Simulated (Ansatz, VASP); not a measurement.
## One calculation of GaAs, two programs

The input INCAR:

```
PREC = Accurate
ENCUT = 520
EDIFF = 1E-6
ISMEAR = -1
SIGMA = 0.05
LREAL = False
LASPH = True
NELM = 80
ALGO = Normal
ISIF = 2
LWAVE = False
LCHARG = False
GGA = PE
NBANDS = 16
```

Contents of KPOINTS:

```
Automatic mesh
0
Gamma
  13 13 13
```

File POSCAR:

```
GaAs
1.0
    0.0000000000      2.8141401074      2.8141401074
    2.8141401074      0.0000000000      2.8141401074
    2.8141401074      2.8141401074      0.0000000000
Ga As
1 1
Direct
    0.0000000000      0.0000000000      0.0000000000
    0.2500000000      0.2500000000      0.2500000000
```

Input for Ansatz:

```yaml
crystal:
  lattice:
    - [0.0, 2.8141401074, 2.8141401074]
    - [2.8141401074, 0.0, 2.8141401074]
    - [2.8141401074, 2.8141401074, 0.0]
  atoms:
    - { symbol: Ga, position: [0.0, 0.0, 0.0] }
    - { symbol: As, position: [0.25, 0.25, 0.25] }
kpoints:
  mp_grid: { grid: [13, 13, 13] }
scf:
  occupations: { method: fermi_dirac, width: 0.05 }
hamiltonian:
  xc: pbe
  pseudopotentials: { kind: all_electron, lapw: { basis_error: 0.001 } }
output:
  forces: true
  stress: true
  eigenvalues: true
  populations: true
```

Change from the starting cell: volume scaled by 0.94, LAPW.

Alike in both runs: task single point; functional PBE; k mesh 13 × 13 × 13; occupations fermi-dirac, width 0.05 eV; no spin polarisation.

|  | VASP | Ansatz |
| --- | --- | --- |
| version | VASP 6.6.1 | Ansatz 0.2.0 |
| potentials or method | VASP PAW PBE potentials, release 64 (Ga_d, As) | all-electron LAPW, scalar-relativistic |
| plane-wave cutoff (eV) | 520 | see its input |

```csv
,VASP,Ansatz,Ansatz less VASP
pressure (GPa),4.5,4.4,-0.18
```

Ansatz ran all-electron here, so the differences hold the error of VASP's frozen core and of both bases.

Caveats: an odd mesh through Γ misses points on the zone boundary, where band edges often lie.
